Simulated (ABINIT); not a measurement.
The system is CoO.

```xyz
2
Lattice="0.0000 2.1315 2.1315 2.1315 0.0000 2.1315 2.1315 2.1315 0.0000" Properties=species:S:1:pos:R:3 pbc="T T T"
Co    0.0000    0.0000    0.0000
O     2.1315    2.1315    2.1315
```

Base run:

- Program: ABINIT 10.8.3 (patched build)
- Functional: PBEsol
- Potentials or basis: JTH PAW PBE v2.0
- Cutoff: 626 eV
- k mesh: 9 × 9 × 9
- Occupations: fermi-dirac, width 0.05 eV
- Spin: collinear spin, ferromagnetic start
- Starting moments: [2.0, 0.0] μB

Its results: band gap on the k mesh none (metal or under the smearing width); net moment 2.95 μB per cell; site moments Co +2.58; O +0.30 μB.

Problem. The run is repeated on the same cell with these changes: k mesh from 9 × 9 × 9 to 4 × 4 × 4. What comes out?

Solution. Band gap on the k mesh none (metal or under the smearing width); net moment 2.46 μB per cell; site moments Co +2.23; O +0.17 μB.

Caveats: some runs use coarse meshes; a cell with one magnetic atom can't hold antiferromagnetic order, which such compounds often take; semilocal functionals often make such compounds metallic where correlation or magnetic order opens a gap, which also shifts bond lengths.

Not every run made on this cell is shown here.
